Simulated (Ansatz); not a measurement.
A plane-wave DFT run in Ansatz 0.2.0 (scalar-relativistic PAW potentials unless the input names others): input and command.

```yaml
crystal:
  lattice:
    - [0.0, 1.97157518, 1.97157518]
    - [1.97157518, 0.0, 1.97157518]
    - [1.97157518, 1.97157518, 0.0]
  atoms:
    - { symbol: Pt, position: [0.0, 0.0, 0.0] }
kpoints:
  mp_grid: { grid: [18, 18, 18] }
hamiltonian:
  xc: r2scan
  hubbard: { sites: [{ species: Pt, l: d, u_eff: 3.0 }], double_counting: fll }
scf:
  occupations: { method: tetrahedron_uncorrected }
output:
  forces: true
  eigenvalues: true
  stress: true
relax:
  adjacent_minimum: "off"
  f_tol: 0.005
  max_steps: 80
  cell: { stress_tol: 0.05 }
```

```bash
ansatz run input.yaml --threads 4 --pin off --max-ram 8192MiB --backend cpu --events-out ev --progress --plain --runs-dir out
```

Abridged log:
```
Warning: relax: with tetrahedron occupations the Hellmann–Feynman forces and the energy need not agree along the walk (scf.occupations.method in the input reference, under Limitations); prefer a smearing scheme for the relaxation and re-run the relaxed geometry with tetrahedron occupations for the final energies/DOS
Pt: projections on atomic orbitals take those of the free atom [Kr 4d10 4f14] 5s2 5p6 5d9 6s1, of charge +0.00 (hamiltonian.pseudopotentials.projection_atoms); the dataset's partial waves leave at most 9.1e-5 of an orbital's norm unspanned inside its sphere
Pseudopotentials: kind: paw
Pseudopotential: Pt, paw, valence charge 18, recommended cutoff 500 eV (meta_gga)
Functional definition: r2SCAN
Crystal: 1 atom, lattice volume = 15.327 Å³
Basis set: ecut = 500 eV, 387 PW (Γ), exchange–correlation on 96×96×96 points (64 copies of the dense FFT grid, shifted against one another)
Bands: 13, of which v1, the nominal top of the filled ones, is band 9 counted from 1 (8 counted from 0)
Symmetry: 48 space group operations
Space group: Fm-3m (ITA 225), of the structure as read, at distance tolerance 2.5e-5 Å
k-points: 195 of 5832
Initial density: superposition of atomic densities (chi_scale 0.1, normalization cell)
Initial wavefunctions: pseudopotential atomic-orbital guess
Functional: x = r2scan, c = r2scan; τ floored in thin density (d = 2e-4 eV/Å³)
SCF iter   1: F=—  HF=-12535.466808 eV  |F-HF|=—  |Δ(HF+E_count)|=         —  Δρ=5.22e-2  dr2=3.65e-1  dr2_τ=1.43e-2  ethr=2.03e-3  ⟨swp⟩=1.0  Hψ=17710  notcnv=0
SCF iter   2: F=—  HF=-12535.408564 eV  |F-HF|=—  |Δ(HF+E_count)|=   5.82e-2  Δρ=2.68e-2  dr2=7.98e-2  dr2_τ=8.22e-3  ethr=2.03e-3  ⟨swp⟩=2.2  Hψ=3444  notcnv=0
SCF iter   3: F=—  HF=-12535.423621 eV  |F-HF|=—  |Δ(HF+E_count)|=   1.51e-2  Δρ=5.96e-3  dr2=3.85e-3  dr2_τ=2.07e-4  ethr=4.43e-4  ⟨swp⟩=2.4  Hψ=4793  notcnv=0  defer=11
SCF iter   4: F=—  HF=-12535.424807 eV  |F-HF|=—  |Δ(HF+E_count)|=   1.19e-3  Δρ=1.27e-3  dr2=2.24e-4  dr2_τ=2.22e-5  ethr=2.14e-5  ⟨swp⟩=2.1  Hψ=4786  notcnv=0  defer=13
SCF iter   5: F=—  HF=-12535.424758 eV  |F-HF|=—  |Δ(HF+E_count)|=   4.90e-5  Δρ=1.25e-4  dr2=2.12e-6  dr2_τ=2.12e-7  ethr=1.24e-6  ⟨swp⟩=2.2  Hψ=4389  notcnv=0  defer=13
SCF iter   6: F=—  HF=-12535.424751 eV  |F-HF|=—  |Δ(HF+E_count)|=   7.16e-6  Δρ=2.89e-5  dr2=1.18e-7  dr2_τ=8.65e-9  ethr=1.18e-8  ⟨swp⟩=2.3  Hψ=4432  notcnv=0  defer=13
SCF iter   7: F=-12535.424751 eV  HF=-12535.424751 eV  |F-HF|=6.18e-11  |Δ(HF+E_count)|=   2.04e-8  Δρ=1.62e-6  dr2=2.90e-10  dr2_τ=1.13e-10  ethr=5.56e-10  ⟨swp⟩=4.0  Hψ=8353  notcnv=0
SCF 1 converged in 7 iterations: F = -12535.424751 eV  dr2 = 2.90e-10
relax step   1: F+E_penalty+E_count = -12535.42475124 eV  Δ(F+E_penalty+E_count) = +0.000e0 eV  max|allowed force component| = 0.000e0 eV/Å  Δτ_max = 0.0000 Å  P = +1.066 GPa  Ω = 15.327 Å³  (7 SCF iters, dr2 threshold 1.00e-7 eV, accepted)
Crystal: 1 atom, lattice volume = 15.500 Å³
Basis set: ecut = 500 eV, 411 PW (Γ), exchange–correlation on 96×96×96 points (64 copies of the dense FFT grid, shifted against one another)
Initial density: handed on by an earlier stage of this run
Initial wavefunctions: those handed on with the density
SCF iter   1: F=—  HF=-12535.419755 eV  |F-HF|=—  |Δ(HF+E_count)|=         —  Δρ=1.43e-3  dr2=3.08e-4  dr2_τ=4.53e-3  ethr=1.46e-6  ⟨swp⟩=2.0  Hψ=18146  notcnv=0
   ...
SCF iter   6: F=—  HF=-12535.424931 eV  |F-HF|=—  |Δ(HF+E_count)|=   6.88e-8  Δρ=2.20e-5  dr2=7.60e-8  dr2_τ=3.93e-9  ethr=1.96e-9  ⟨swp⟩=2.9  Hψ=4121  notcnv=0
SCF iter   7: F=—  HF=-12535.424931 eV  |F-HF|=—  |Δ(HF+E_count)|=   1.80e-8  Δρ=7.58e-6  dr2=9.01e-9  dr2_τ=5.09e-10  ethr=4.22e-10  ⟨swp⟩=2.7  Hψ=4176  notcnv=0
SCF iter   8: F=—  HF=-12535.424931 eV  |F-HF|=—  |Δ(HF+E_count)|=   2.36e-9  Δρ=1.40e-6  dr2=3.04e-10  dr2_τ=1.69e-11  ethr=5.01e-11  ⟨swp⟩=2.2  Hψ=4198  notcnv=0
SCF iter   9: F=-12535.424931 eV  HF=-12535.424931 eV  |F-HF|=5.46e-12  |Δ(HF+E_count)|=  9.82e-11  Δρ=2.25e-7  dr2=7.56e-12  dr2_τ=5.40e-13  ethr=1.00e-12  ⟨swp⟩=4.0  Hψ=12375  notcnv=0
SCF 3 converged in 9 iterations: F = -12535.424931 eV  dr2 = 7.56e-12
relax step   3: F+E_penalty+E_count = -12535.42493064 eV  Δ(F+E_penalty+E_count) = -1.794e-4 eV  max|allowed force component| = 0.000e0 eV/Å  Δτ_max = 0.0000 Å  P = -0.017 GPa  Ω = 15.391 Å³  energy of the carried Pulay correction = -2.904e-5 eV  (9 SCF iters, accepted)
Initial wavefunctions: pseudopotential atomic-orbital guess (no wavefunctions were taken with the density)
SCF iter   1: F=—  HF=-12535.424960 eV  |F-HF|=—  |Δ(HF+E_count)|=         —  Δρ=1.15e-5  dr2=2.54e-9  dr2_τ=2.93e-8  ethr=1.24e-9  ⟨swp⟩=4.1  Hψ=23641  notcnv=0
SCF iter   2: F=—  HF=-12535.424960 eV  |F-HF|=—  |Δ(HF+E_count)|=   2.78e-8  Δρ=5.53e-6  dr2=5.38e-10  dr2_τ=7.95e-10  ethr=1.41e-11  ⟨swp⟩=2.3  Hψ=4449  notcnv=0
SCF iter   3: F=—  HF=-12535.424960 eV  |F-HF|=—  |Δ(HF+E_count)|=  9.57e-10  Δρ=6.45e-7  dr2=3.12e-11  dr2_τ=2.14e-11  ethr=2.99e-12  ⟨swp⟩=2.0  Hψ=4292  notcnv=0
SCF iter   4: F=-12535.424960 eV  HF=-12535.424960 eV  |F-HF|=3.64e-12  |Δ(HF+E_count)|=  7.28e-12  Δρ=1.77e-7  dr2=7.79e-13  dr2_τ=1.00e-12  ethr=1.00e-12  ⟨swp⟩=5.0  Hψ=9698  notcnv=0
SCF 4 converged in 4 iterations: F = -12535.424960 eV  dr2 = 7.79e-13
SCF converged after 4 iterations
Free energy (F): -12535.424960 eV
Harris-Foulkes:  -12535.424960 eV  (|F-HF|=3.64e-12)
Internal energy: -12535.424943 eV  (E = F + TS)
E sigma→0 (E₀):  -12535.424960 eV
Entropy (-TS):   -0.000017 eV (-0.017 meV/atom)
Fermi energy:    21.552860 eV
--- Forces (eV/Å), atoms counted from 1 ---
  atom   1  Pt     0.00000000     0.00000000     0.00000000
--- Stress (GPa, compression-positive) ---
       -0.015232       0.000000       0.000000
        0.000000      -0.015232       0.000000
        0.000000       0.000000      -0.015232
  P = ⅓ Tr σ = -0.0152 GPa (-0.152 kbar)
Occupation matrices written to <dir>
--- Relaxed structure (3 steps of the walk, 2 accepted, 1 SCFs on fresh bases) ---
  F+E_penalty+E_count = -12535.42496002 eV   max|allowed force component| = 0.000e0 eV/Å   (the final SCF, on the basis selected at the relaxed cell)
  cell:  # Å, volume = 15.3914 Å³
    - [0.0, 1.97431404, 1.97431404]
    - [1.97431404, 0.0, 1.97431404]
    - [1.97431404, 1.97431404, 0.0]
  atoms:
    - { symbol: Pt, position: [0.0, 0.0, 0.0] }
```

Apart from outputs and empty bands, the input differs from a reference run on usual settings in hamiltonian.hubbard: not typed → {"sites": [{"species": "Pt", "l": "d", "u_eff": 3.0}], "double_counting": "fll"}; scf.occupations.width: 0.1 → not typed; scf.occupations.method: "gaussian" → "tetrahedron_uncorrected"; hamiltonian.xc: "pbe" → "r2scan"; basis.ecutwfc: 420 → not typed. The reference, at the same start, ended its own course with a relaxed volume of 15.65 Å³/atom, pressure -0.03 GPa, largest force 0.000 eV/Å, no gap on the mesh. This run converged in 27 SCF iterations over all its steps (reference: 26) with a total energy on another zero, a relaxed volume of 15.39 Å³/atom, pressure -0.02 GPa, largest force 0.000 eV/Å, no gap on the mesh.

The run took 8.3 s on 4 threads of Arm Neoverse V1, on a shared host, peak memory 0.41 GiB.